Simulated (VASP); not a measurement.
# Pd: generalised stacking fault

Pd, Fm-3m (no. 225), 9 atoms in the cell. PBE, constrained relaxations along a path; PAW potentials Pd (PBE set).

Path: generalised stacking fault, a/6<112> on {111}; Layers in the cell: 9.

## Input

INCAR:
```
SYSTEM = Pd
  PREC = Normal
  ENCUT = 300
  EDIFF = 1E-6
  ISMEAR = 1
  SIGMA = 0.2
  LREAL = .FALSE.
  LASPH = .TRUE.
  NELM = 100
  ALGO = Normal
  LWAVE = .FALSE.
  LCHARG = .FALSE.
  IBRION = 2
  NSW = 100
  ISIF = 2
  EDIFFG = -0.02
  POTIM = 0.5
  ISYM = 2
  KPAR = 8
```

KPOINTS:
```
k-points
0
Gamma
  18 18 3
```

POSCAR.step1:
```
Pd
1.0
    2.7527666992      0.0000000000      0.0000000000
    1.3763833496      2.3839658922      0.0000000000
    0.0000000000      0.0000000000     20.2286213816
Pd
9
Selective dynamics
Direct
    0.3333333333      0.3333333333      0.0000000000  F F T
   -0.3333333333      0.6666666667      0.1111111111  F F T
    0.0000000000      0.0000000000      0.2222222222  F F T
    0.3333333333      0.3333333333      0.3333333333  F F T
   -0.3333333333      0.6666666667      0.4444444444  F F T
    0.0000000000      0.0000000000      0.5555555556  F F T
    0.3333333333      0.3333333333      0.6666666667  F F T
   -0.3333333333      0.6666666667      0.7777777778  F F T
    0.0000000000      0.0000000000      0.8888888889  F F T
```

POSCAR.step2:
```
Pd
1.0
    2.7527666992      0.0000000000      0.0000000000
    1.3763833496      2.3839658922      0.0000000000
    0.2752766699      0.1589310595     20.2286213816
Pd
9
Selective dynamics
Direct
    0.3333333333      0.3333333333      0.0000000000  F F T
   -0.3407407407      0.6592592593      0.1111111111  F F T
   -0.0148148148     -0.0148148148      0.2222222222  F F T
    0.3111111111      0.3111111111      0.3333333333  F F T
   -0.3629629630      0.6370370370      0.4444444444  F F T
   -0.0370370370     -0.0370370370      0.5555555556  F F T
    0.2888888889      0.2888888889      0.6666666667  F F T
   -0.3851851852      0.6148148148      0.7777777778  F F T
   -0.0592592593     -0.0592592593      0.8888888889  F F T
```

POSCAR.step3:
```
Pd
1.0
    2.7527666992      0.0000000000      0.0000000000
    1.3763833496      2.3839658922      0.0000000000
    0.5505533398      0.3178621190     20.2286213816
Pd
9
Selective dynamics
Direct
    0.3333333333      0.3333333333      0.0000000000  F F T
   -0.3481481481      0.6518518519      0.1111111111  F F T
   -0.0296296296     -0.0296296296      0.2222222222  F F T
    0.2888888889      0.2888888889      0.3333333333  F F T
   -0.3925925926      0.6074074074      0.4444444444  F F T
   -0.0740740741     -0.0740740741      0.5555555556  F F T
    0.2444444444      0.2444444444      0.6666666667  F F T
   -0.4370370370      0.5629629630      0.7777777778  F F T
   -0.1185185185     -0.1185185185      0.8888888889  F F T
```

POSCAR.step4:
```
Pd
1.0
    2.7527666992      0.0000000000      0.0000000000
    1.3763833496      2.3839658922      0.0000000000
    0.6881916748      0.3973276487     20.2286213816
Pd
9
Selective dynamics
Direct
    0.3333333333      0.3333333333      0.0000000000  F F T
   -0.3518518519      0.6481481481      0.1111111111  F F T
   -0.0370370370     -0.0370370370      0.2222222222  F F T
    0.2777777778      0.2777777778      0.3333333333  F F T
   -0.4074074074      0.5925925926      0.4444444444  F F T
   -0.0925925926     -0.0925925926      0.5555555556  F F T
    0.2222222222      0.2222222222      0.6666666667  F F T
   -0.4629629630      0.5370370370      0.7777777778  F F T
   -0.1481481481     -0.1481481481      0.8888888889  F F T
```

POSCAR.step5:
```
Pd
1.0
    2.7527666992      0.0000000000      0.0000000000
    1.3763833496      2.3839658922      0.0000000000
    0.8258300097      0.4767931784     20.2286213816
Pd
9
Selective dynamics
Direct
    0.3333333333      0.3333333333      0.0000000000  F F T
   -0.3555555556      0.6444444444      0.1111111111  F F T
   -0.0444444444     -0.0444444444      0.2222222222  F F T
    0.2666666667      0.2666666667      0.3333333333  F F T
   -0.4222222222      0.5777777778      0.4444444444  F F T
   -0.1111111111     -0.1111111111      0.5555555556  F F T
    0.2000000000      0.2000000000      0.6666666667  F F T
   -0.4888888889      0.5111111111      0.7777777778  F F T
   -0.1777777778     -0.1777777778      0.8888888889  F F T
```

POSCAR.step6:
```
Pd
1.0
    2.7527666992      0.0000000000      0.0000000000
    1.3763833496      2.3839658922      0.0000000000
    1.1011066797      0.6357242379     20.2286213816
Pd
9
Selective dynamics
Direct
    0.3333333333      0.3333333333      0.0000000000  F F T
   -0.3629629630      0.6370370370      0.1111111111  F F T
   -0.0592592593     -0.0592592593      0.2222222222  F F T
    0.2444444444      0.2444444444      0.3333333333  F F T
   -0.4518518519      0.5481481481      0.4444444444  F F T
   -0.1481481481     -0.1481481481      0.5555555556  F F T
    0.1555555556      0.1555555556      0.6666666667  F F T
   -0.5407407407      0.4592592593      0.7777777778  F F T
   -0.2370370370     -0.2370370370      0.8888888889  F F T
```

POSCAR.step7:
```
Pd
1.0
    2.7527666992      0.0000000000      0.0000000000
    1.3763833496      2.3839658922      0.0000000000
    1.3763833496      0.7946552974     20.2286213816
Pd
9
Selective dynamics
Direct
    0.3333333333      0.3333333333      0.0000000000  F F T
   -0.3703703704      0.6296296296      0.1111111111  F F T
   -0.0740740741     -0.0740740741      0.2222222222  F F T
    0.2222222222      0.2222222222      0.3333333333  F F T
   -0.4814814815      0.5185185185      0.4444444444  F F T
   -0.1851851852     -0.1851851852      0.5555555556  F F T
    0.1111111111      0.1111111111      0.6666666667  F F T
   -0.5925925926      0.4074074074      0.7777777778  F F T
   -0.2962962963     -0.2962962963      0.8888888889  F F T
```

Commands (each step's output is kept before the next begins):
```
cat potpaw_PBE.64/Pd/POTCAR > POTCAR
# POSCAR: c tilted by 0 of a/6<112> on {111}
cp POSCAR.step1 POSCAR
mpirun -np 8 vasp_std > vasp.out
# POSCAR: c tilted by 0.2 of a/6<112> on {111}
cp POSCAR.step2 POSCAR
mpirun -np 8 vasp_std > vasp.out
# POSCAR: c tilted by 0.4 of a/6<112> on {111}
cp POSCAR.step3 POSCAR
mpirun -np 8 vasp_std > vasp.out
# POSCAR: c tilted by 0.5 of a/6<112> on {111}
cp POSCAR.step4 POSCAR
mpirun -np 8 vasp_std > vasp.out
# POSCAR: c tilted by 0.6 of a/6<112> on {111}
cp POSCAR.step5 POSCAR
mpirun -np 8 vasp_std > vasp.out
# POSCAR: c tilted by 0.8 of a/6<112> on {111}
cp POSCAR.step6 POSCAR
mpirun -np 8 vasp_std > vasp.out
# POSCAR: c tilted by 1 of a/6<112> on {111}
cp POSCAR.step7 POSCAR
mpirun -np 8 vasp_std > vasp.out
```

## Result

- Unstable fault energy (mJ/m²): 251
- Energy at the end of the slip (mJ/m²): 164
- Ionic steps, all stages: 59
- Electronic steps, all stages: 613

Energy along the slip:

| Share of the slip | Fault energy (mJ/m²) |
|---|---|
| 0 | 0 |
| 0.2 | 84 |
| 0.4 | 207 |
| 0.5 | 242 |
| 0.6 | 251 |
| 0.8 | 209 |
| 1 | 164 |

Limits: the faults repeat once a cell, and the in-plane lattice is that of the given cell.

VASP 6.6.1 took 1605 s on 8 cores (Intel Xeon 6975P-C (Granite Rapids)), a shared host.
